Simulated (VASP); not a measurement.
# Si (Fd-3m) in VASP: notebook

Runs on Si. Level: PBE. Tasks: dielectric tensor.

Program: VASP 6.6.1. These are calculated values, not measurements. Logs are shortened: lines on timing, memory, paths and dates and some standing lists are left out, and cuts for length are marked.

**1. The crystal as given**

It takes space group Fd-3m (No. 227, cubic). The conventional cell has a = 5.444 Å, b = 5.444 Å, c = 5.444 Å, α = 90.00°, β = 90.00°, γ = 90.00°. Si (site symmetry -43m) is surrounded by 4 Si at 2.36 Å.

**2. Dielectric tensor, PBE**

INCAR reads:

```
PREC = Accurate
ENCUT = 400
EDIFF = 1E-8
ISMEAR = 0
SIGMA = 0.1
LREAL = False
LASPH = True
NELM = 100
ALGO = Normal
ISIF = 2
LWAVE = False
LCHARG = False
GGA = PE
LEPSILON = True
```

KPOINTS reads:

```
Automatic mesh
0
Gamma
  8 8 8
```

POSCAR reads:

```
Si
1.0
    0.0000000000      2.7218511865      2.7218511865
    2.7218511865      0.0000000000      2.7218511865
    2.7218511865      2.7218511865      0.0000000000
Si
2
Direct
    0.5000000000      0.5000000000      0.5000000000
    0.7500000000      0.7500000000      0.7500000000
```

Potentials or basis: VASP PAW PBE potentials, release 64 (Si).

Run with:

```
$ cat potpaw_PBE.64/Si/POTCAR > POTCAR
$ mpirun -np 1 vasp_std > vasp.out
```

OUTCAR:

```text
PREC = Accurate
   ENCUT = 400
   EDIFF = 1E-8
   ISMEAR = 0
   LREAL = False
   LASPH = True
   NELM = 100
   ISIF = 2
   GGA = PE
   LEPSILON = True

 Found     29 irreducible k-points:

 Following reciprocal coordinates:
            Coordinates               Weight
  0.000000  0.000000  0.000000      1.000000
  0.125000  0.000000  0.000000      8.000000
  0.250000  0.000000  0.000000      8.000000
  0.375000  0.000000  0.000000      8.000000
  0.500000  0.000000  0.000000      4.000000
  0.125000  0.125000  0.000000      6.000000
   k-points           NKPTS =     29   k-points in BZ     NKDIM =     29   number of bands    NBANDS=      8
   number of dos      NEDOS =    301   number of ions     NIONS =      2
   total plane-waves  NPLWV =  21952
   dimension x,y,z NGX =    28 NGY =   28 NGZ =   28
   dimension x,y,z NGXF=    56 NGYF=   56 NGZF=   56
   ions per type =               2
   NGX,Y,Z   is equivalent  to a cutoff of  12.09, 12.09, 12.09 a.u.
   NGXF,Y,Z  is equivalent  to a cutoff of  24.19, 24.19, 24.19 a.u.
 SYSTEM =  unknown system
   PREC   = accura    normal or accurate (medium, high low for compatibility)
   ISTART =      0    job   : 0-new  1-cont  2-samecut
   ICHARG =      2    charge: 1-file 2-atom 10-const
   ISPIN  =      1    spin polarized calculation?
   LNONCOLLINEAR =      F non collinear calculations
   LSORBIT =      F    spin-orbit coupling
   LASPH  =      T    aspherical Exc in radial PAW
   ENCUT  =  400.0 eV  29.40 Ry    5.42 a.u.   6.28  6.28  6.28*2*pi/ulx,y,z
   NELM   =    100;   NELMIN=  2; NELMDL= -5     # of ELM steps
   EDIFF  = 0.1E-07   stopping-criterion for ELM
   LREAL  =      F    real-space projection
   EDIFFG = 0.1E-06   stopping-criterion for IOM
   NSW    =      0    number of steps for IOM
   IBRION =     -1    ionic relax: 0-MD 1-quasi-New 2-CG
   NFREE  =      0    steps in history (QN), initial steepest desc. (CG)
   ISIF   =      2    stress and relaxation
   ISYM   =      2    0-nonsym 1-usesym 2-fastsym
   POTIM  = 0.5000    time-step for ionic-motion
   TEBEG  =    0.0;   TEEND  =   0.0 temperature during run
   PSTRESS=    0.0 pullay stress
   NELECT =       8.0000    total number of electrons
   NUPDOWN=      -1.0000    fix difference up-down
   EMIN   =  10.00;   EMAX   =-10.00  energy-range for DOS
   EFERMI =   0.00;   METHOD = LEGACY
   ISMEAR =     0;   SIGMA  =   0.10  broadening in eV -4-tet -1-fermi 0-gaus
   EFERMI_NEDOS =   21; number of points for ismear=-14 and -15
   IALGO  =     38    algorithm
   IMIX   =      4    mixing-type and parameters
     AMIX     =   0.40;   BMIX     =  1.00
     AMIX_MAG =   1.60;   BMIX_MAG =  1.00
  volume/ion in A,a.u.               =      20.16       136.08
  Fermi-wavevector in a.u.,A,eV,Ry     =   0.954766  1.804247 12.402783  0.911579
  Thomas-Fermi vector in A             =   2.083543
   LORBIT       =      0    0 simple, 1 ext, 2 COOP (PROOUT), +10 PAW based schemes
   GGA     = PE    functional components
   LHFCALC =     F    Hartree Fock is set to
   AEXX    =    0.0000 exact exchange contribution
   IVDW    =     0    specifies the selected vdW correction
   LEPSILON=     T    determine dielectric tensor
   LRPA    =     F    only Hartree local field effects (RPA)
 non-spin polarized calculation
 Gauss-broadening in eV      SIGMA  =   0.10
  energy-cutoff  :      400.00
  volume of cell :       40.33
 maximum number of plane-waves:       754
 NGX is ok and might be reduce to    28
   NGX = 13   NGY = 13   NGZ = 13

--------------------------------------- Ionic step        1  -------------------------------------------

 number of electron       8.0000001 magnetization

 E-fermi :   6.0639     XC(G=0):  -9.3801

 val. band max:        5.7551564170   @ k =   0.0000   0.0000   0.0000
 cond. band min:       6.3832365804   @ k =   0.3750   0.3750   0.0000
 fundamental gap:      0.6280801633
 Fermi energy:         6.0639144596

 k-point     1 :       0.0000    0.0000    0.0000
  band No.  band energies     occupation
      1      -6.1534      2.00000
      2       5.7552      1.99999
      3       5.7552      1.99999
      4       5.7552      1.99999
      5       8.3175      0.00000
      6       8.3175      0.00000
      7       8.3175      0.00000
      8       9.0463      0.00000

 k-point     2 :       0.1250    0.0000    0.0000
  band No.  band energies     occupation
      1      -5.9505      2.00000
      2       4.1605      2.00000
      3       5.4687      2.00000
      4       5.4687      2.00000
      5       8.2396      0.00000
      6       8.7387      0.00000
      7       8.7387      0.00000
      8      10.4080      0.00000

 k-point     3 :       0.2500    0.0000    0.0000
  band No.  band energies     occupation
      1      -5.3588      2.00000
      2       1.8441      2.00000
      3       5.0011      2.00000
      4       5.0011      2.00000
      5       7.7623      0.00000
      6       9.2565      0.00000
      7       9.2565      0.00000
      8      12.6196      0.00000

 k-point     4 :       0.3750    0.0000    0.0000
  band No.  band energies     occupation
      1      -4.4717      2.00000
      2      -0.1634      2.00000
      3       4.6758      2.00000
      4       4.6758      2.00000
      5       7.3984      0.00000
      6       9.2075      0.00000
      7       9.2075      0.00000
      8      13.6242      0.00000

 k-point     5 :       0.5000    0.0000    0.0000
  band No.  band energies     occupation
      1      -3.8402      2.00000
      2      -1.1773      2.00000
      3       4.5644      2.00000
      4       4.5644      2.00000
      5       7.2703      0.00000
      6       9.0985      0.00000
      7       9.0985      0.00000
      8      13.4755      0.00000

 k-point     6 :       0.1250    0.1250    0.0000
  band No.  band energies     occupation
      1      -5.8822      2.00000
      2       4.4165      2.00000
      3       4.9560      2.00000
      4       4.9560      2.00000
      5       7.7694      0.00000
      6       9.4489      0.00000
      7       9.4489      0.00000
      8      10.0964      0.00000

 [... further k-points ...]

  FORCE on cell =-STRESS in cart. coord.  units (eV):
  Direction    XX          YY          ZZ          XY          YZ          ZX
  --------------------------------------------------------------------------------------
  -------------------------------------------------------------------------------------
  Total        0.3159114      0.3159114      0.3159114      0.0000000      0.0000000     -0.0000000
  in kB       12.5502600     12.5502600     12.5502600      0.0000000      0.0000000     -0.0000000
  external PRESSURE =      12.5502600 kB  Pullay stress =       0.0000000 kB

 VOLUME and BASIS-vectors are now :
 -----------------------------------------------------------------------------
  energy-cutoff  :      400.00
  volume of cell :       40.33
      direct lattice vectors                 reciprocal lattice vectors
     0.000000000  2.721851186  2.721851186    -0.183698507  0.183698507  0.183698507
     2.721851186  0.000000000  2.721851186     0.183698507 -0.183698507  0.183698507
     2.721851186  2.721851186  0.000000000     0.183698507  0.183698507 -0.183698507

 POSITION                                       TOTAL-FORCE (eV/Angst)
 -----------------------------------------------------------------------------------
      2.72185      2.72185      2.72185         0.000000      0.000000      0.000000
      4.08278      4.08278      4.08278        -0.000000     -0.000000     -0.000000
 -----------------------------------------------------------------------------------
    total drift:                                0.000000      0.000000     -0.000000

  FREE ENERGIE OF THE ION-ELECTRON SYSTEM (eV)
  ---------------------------------------------------
  free  energy   TOTEN  =       -10.8436579690 eV

  energy  without entropy=      -10.8436579203  energy(sigma->0) =      -10.84365794

 HEAD OF MICROSCOPIC STATIC DIELECTRIC TENSOR (INDEPENDENT PARTICLE, excluding Hartree and local field effects)
 ------------------------------------------------------
          14.681321    -0.000000     0.000000
           0.000000    14.681321     0.000000
          -0.000000     0.000000    14.681321
 ------------------------------------------------------

 Free energy of the ion-electron system (eV)
  ---------------------------------------------------
  ---------------------------------------------------
  free energy    TOTEN  =        -1.56052159 eV

  energy without entropy =       -1.56052159

------------------------ aborting loop because EDIFF is reached ----------------------------------------

--------------------------------------- Ionic step        2  -------------------------------------------

------------------------ aborting loop because EDIFF is reached ----------------------------------------

--------------------------------------- Ionic step        3  -------------------------------------------

 Free energy of the ion-electron system (eV)
  ---------------------------------------------------
  ---------------------------------------------------
  free energy    TOTEN  =        -1.56052156 eV

  energy without entropy =       -1.56052156

------------------------ aborting loop because EDIFF is reached ----------------------------------------

 PIEZOELECTRIC TENSOR FIELD DIRECTION 3  (e Angst)
 -----------------------------------------------------------------------------
     0.00256 -0.00000  0.00000           (  0.00001  0.00000  0.00000)
     0.00000  0.00256  0.00000           (  0.00000  0.00001  0.00000)
     0.00000  0.00000 -0.00873           (  0.00000  0.00000 -0.00000)

 PIEZOELECTRIC TENSOR FIELD DIRECTION 3  (C/m^2)
 -----------------------------------------------------------------------------
     0.00102 -0.00000  0.00000
     0.00000  0.00102  0.00000
     0.00000  0.00000 -0.00347

 MACROSCOPIC STATIC DIELECTRIC TENSOR (including local field effects in DFT)
 ------------------------------------------------------
          14.059249     0.000000    -0.000000
           0.000000    14.059249     0.000000
           0.000000    -0.000000    14.059249
 ------------------------------------------------------

 PIEZOELECTRIC TENSOR (including local field effects)  for field in x, y, z        (e  Angst)
          XX          YY          ZZ          XY          YZ          ZX
  --------------------------------------------------------------------------------
  x     0.00000    -0.00000     0.00000    -0.00000     0.00000    -0.00000
  y     0.00000    -0.00000     0.00000    -0.00000     0.00000     0.00000
  z     0.00000    -0.00000     0.00000     0.00000    -0.00000     0.00000

 PIEZOELECTRIC TENSOR (including local field effects)  for field in x, y, z        (C/m^2)
          XX          YY          ZZ          XY          YZ          ZX
  --------------------------------------------------------------------------------
  x     0.00000    -0.00000     0.00000    -0.00000     0.00000    -0.00000
  y     0.00000    -0.00000     0.00000    -0.00000     0.00000     0.00000
  z     0.00000    -0.00000     0.00000     0.00000    -0.00000     0.00000

 BORN EFFECTIVE CHARGES (including local field effects) (in |e|, cummulative output)
 ---------------------------------------------------------------------------------
 ion    1
    1    -0.00000    -0.00000     0.00000
    2     0.00000    -0.00000     0.00000
    3    -0.00000    -0.00000    -0.00000
 ion    2
    1     0.00000     0.00000    -0.00000
    2     0.00000     0.00000    -0.00000
    3     0.00000     0.00000     0.00000
```

Run time: 46 s. Hardware: 1 thread of AMD EPYC 9R45 (Zen 5), shared host; peak memory 0.14 GiB.

These settings aren't checked as converged: the numbers below hold their error.

Results:

| Property | Result |
| --- | --- |
| Band gap on the k mesh | 0.63 eV, indirect (least direct gap 2.56 eV) |
| Electronic dielectric tensor (diagonal) | 14.06 |
| Born charges (mean of the diagonal) | Si +0.00 e |

Caveat: the gap is small at this level, which inflates the dielectric constant.

**3. Dielectric tensor, PBE**

Changes to INCAR since step 2:

```diff
@@ -1,6 +1,6 @@
 PREC = Accurate
-ENCUT = 400
+ENCUT = 460
 EDIFF = 1E-8
 ISMEAR = 0
-SIGMA = 0.1
+SIGMA = 0.01
 LREAL = False
```

KPOINTS is that of step 2.

POSCAR is that of step 2.

Potentials or basis: VASP PAW PBE potentials, release 64 (Si).

Run with:

```
$ cat potpaw_PBE.64/Si/POTCAR > POTCAR
$ mpirun -np 1 vasp_std > vasp.out
```

OUTCAR:

```text
PREC = Accurate
   ENCUT = 460
   EDIFF = 1E-8
   ISMEAR = 0
   LREAL = False
   LASPH = True
   NELM = 100
   ISIF = 2
   GGA = PE
   LEPSILON = True

 Found     29 irreducible k-points:

 Following reciprocal coordinates:
            Coordinates               Weight
  0.000000  0.000000  0.000000      1.000000
  0.125000  0.000000  0.000000      8.000000
  0.250000  0.000000  0.000000      8.000000
  0.375000  0.000000  0.000000      8.000000
  0.500000  0.000000  0.000000      4.000000
  0.125000  0.125000  0.000000      6.000000
   k-points           NKPTS =     29   k-points in BZ     NKDIM =     29   number of bands    NBANDS=      8
   number of dos      NEDOS =    301   number of ions     NIONS =      2
   total plane-waves  NPLWV =  21952
   dimension x,y,z NGX =    28 NGY =   28 NGZ =   28
   dimension x,y,z NGXF=    56 NGYF=   56 NGZF=   56
   ions per type =               2
   NGX,Y,Z   is equivalent  to a cutoff of  12.09, 12.09, 12.09 a.u.
   NGXF,Y,Z  is equivalent  to a cutoff of  24.19, 24.19, 24.19 a.u.
 SYSTEM =  unknown system
   PREC   = accura    normal or accurate (medium, high low for compatibility)
   ISTART =      0    job   : 0-new  1-cont  2-samecut
   ICHARG =      2    charge: 1-file 2-atom 10-const
   ISPIN  =      1    spin polarized calculation?
   LNONCOLLINEAR =      F non collinear calculations
   LSORBIT =      F    spin-orbit coupling
   LASPH  =      T    aspherical Exc in radial PAW
   ENCUT  =  460.0 eV  33.81 Ry    5.81 a.u.   6.73  6.73  6.73*2*pi/ulx,y,z
   NELM   =    100;   NELMIN=  2; NELMDL= -5     # of ELM steps
   EDIFF  = 0.1E-07   stopping-criterion for ELM
   LREAL  =      F    real-space projection
   EDIFFG = 0.1E-06   stopping-criterion for IOM
   NSW    =      0    number of steps for IOM
   IBRION =     -1    ionic relax: 0-MD 1-quasi-New 2-CG
   NFREE  =      0    steps in history (QN), initial steepest desc. (CG)
   ISIF   =      2    stress and relaxation
   ISYM   =      2    0-nonsym 1-usesym 2-fastsym
   POTIM  = 0.5000    time-step for ionic-motion
   TEBEG  =    0.0;   TEEND  =   0.0 temperature during run
   PSTRESS=    0.0 pullay stress
   NELECT =       8.0000    total number of electrons
   NUPDOWN=      -1.0000    fix difference up-down
   EMIN   =  10.00;   EMAX   =-10.00  energy-range for DOS
   EFERMI =   0.00;   METHOD = LEGACY
[... 139 lines left out ...]
 Free energy of the ion-electron system (eV)
  ---------------------------------------------------
  ---------------------------------------------------
  free energy    TOTEN  =        -1.56084005 eV

  energy without entropy =       -1.56084005

------------------------ aborting loop because EDIFF is reached ----------------------------------------

--------------------------------------- Ionic step        2  -------------------------------------------

------------------------ aborting loop because EDIFF is reached ----------------------------------------

--------------------------------------- Ionic step        3  -------------------------------------------

 Free energy of the ion-electron system (eV)
  ---------------------------------------------------
  ---------------------------------------------------
  free energy    TOTEN  =        -1.56084003 eV

  energy without entropy =       -1.56084003

------------------------ aborting loop because EDIFF is reached ----------------------------------------

 PIEZOELECTRIC TENSOR FIELD DIRECTION 3  (e Angst)
 -----------------------------------------------------------------------------
     0.00256 -0.00000  0.00000           (  0.00001  0.00000  0.00000)
    -0.00000  0.00256  0.00000           (  0.00000  0.00001  0.00000)
     0.00000  0.00000 -0.00873           (  0.00000  0.00000 -0.00000)

 PIEZOELECTRIC TENSOR FIELD DIRECTION 3  (C/m^2)
 -----------------------------------------------------------------------------
     0.00102 -0.00000  0.00000
    -0.00000  0.00102  0.00000
     0.00000  0.00000 -0.00347

 MACROSCOPIC STATIC DIELECTRIC TENSOR (including local field effects in DFT)
 ------------------------------------------------------
          14.061813     0.000000    -0.000000
           0.000000    14.061813     0.000000
          -0.000000    -0.000000    14.061813
 ------------------------------------------------------

 PIEZOELECTRIC TENSOR (including local field effects)  for field in x, y, z        (e  Angst)
          XX          YY          ZZ          XY          YZ          ZX
  --------------------------------------------------------------------------------
  x     0.00000    -0.00000    -0.00000     0.00000    -0.00000    -0.00000
  y    -0.00000    -0.00000    -0.00000    -0.00000     0.00000     0.00000
  z     0.00000     0.00000    -0.00000     0.00000    -0.00000     0.00000

 PIEZOELECTRIC TENSOR (including local field effects)  for field in x, y, z        (C/m^2)
          XX          YY          ZZ          XY          YZ          ZX
  --------------------------------------------------------------------------------
  x     0.00000    -0.00000    -0.00000     0.00000    -0.00000    -0.00000
  y    -0.00000    -0.00000    -0.00000    -0.00000     0.00000     0.00000
  z     0.00000     0.00000    -0.00000     0.00000    -0.00000     0.00000

 BORN EFFECTIVE CHARGES (including local field effects) (in |e|, cummulative output)
 ---------------------------------------------------------------------------------
 ion    1
    1     0.00000     0.00000     0.00000
    2    -0.00000     0.00000    -0.00000
    3     0.00000    -0.00000     0.00000
 ion    2
    1    -0.00000     0.00000     0.00000
    2     0.00000    -0.00000     0.00000
    3    -0.00000     0.00000    -0.00000
```

stdout:

```text
POSCAR found type information on POSCAR Si
 POSCAR found :  1 types and       2 ions
 scaLAPACK will be used
 LDA part: xc-table for (Slater+PW92), standard interpolation
 POSCAR, INCAR and KPOINTS ok, starting setup
 FFT: planning ... GRIDC
 FFT: planning ... GRID_SOFT
 FFT: planning ... GRID
 WAVECAR not read
 entering main loop
 Linear response reoptimize wavefunctions to high precision
 Linear response G [H, r] |phi>, progress :
  Direction:   1
 Linear response G [H, r] |phi>, progress :
  Direction:   2
 Linear response G [H, r] |phi>, progress :
  Direction:   3
 Linear response to external field (no local field effect), progress :
  Direction:   1
 dielectric tensor                  component  1 :    18.379    10.499     2.010
 Linear response to external field (no local field effect), progress :
  Direction:   2
 dielectric tensor                  component  2 :    10.499    18.488    -2.197
 Linear response to external field (no local field effect), progress :
  Direction:   3
 dielectric tensor                  component  3 :     2.010    -2.197     7.185
 Linear response to external field, progress :
  Direction:   1
 dielectric tensor                  component  1 :    14.062     7.198     1.731
 Linear response to external field, progress :
  Direction:   2
 dielectric tensor                  component  2 :     6.895    14.062    -1.330
 Linear response to external field, progress :
  Direction:   3
 dielectric tensor                  component  3 :     1.340     4.082    14.062
 Born effective charges drift removed
```

It took 48 s on 1 thread of AMD EPYC 9R45 (Zen 5), shared host; peak memory 0.15 GiB.

These settings aren't checked as converged: the numbers below hold their error.

Results:

- Band gap on the k mesh: 0.63 eV, indirect (least direct gap 2.56 eV)
- Electronic dielectric tensor (diagonal): 14.06
- Born charges (mean of the diagonal): Si +0.00 e

Caveat: the gap is small at this level, which inflates the dielectric constant.

**4. For comparison**

An earlier run on the cell as given: functional PBE; potentials or basis VASP PAW PBE potentials, release 64 (Si); cutoff 520 eV; k mesh 8 × 8 × 8; occupations fermi-dirac, width 0.05 eV; no spin polarisation.

* Pressure: 1.3 GPa
* Band gap on the k mesh: 0.63 eV, indirect (least direct gap 2.56 eV)
